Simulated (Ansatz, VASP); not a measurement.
One calculation of Lu, two programs

```xyz
1
Lattice="-1.9276 1.9276 1.9276 1.9276 -1.9276 1.9276 1.9276 1.9276 -1.9276" Properties=species:S:1:pos:R:3 pbc="T T T"
Lu    0.0000    0.0000    0.0000
```

Alike in both runs: task single point; functional RPBE; k mesh 13 × 13 × 13; occupations fermi-dirac, width 0.1 eV; no spin polarisation.

|  | VASP | Ansatz |
| --- | --- | --- |
| version | VASP 6.6.1 | Ansatz 0.2.0 |
| potentials or method | VASP PAW PBE potentials, release 64 (Lu) | plane waves (420 eV) with PAW, scalar-relativistic |
| plane-wave cutoff (eV) | 520 | 420 |
| valence electrons in the cell | 25 | 25 |

VASP gave:

```
pressure (GPa) : 3.9
```

Task: Estimate Ansatz's values.

Result: Pressure (GPa): 3.8.

With one functional, cell and mesh, what is left measures potentials, basis and numerics.

Caveats: the PAW data sets were made with another functional, which shifts forces and pressure a little (VASP). The runs have no spin-orbit coupling, so splittings on Lu are missing.
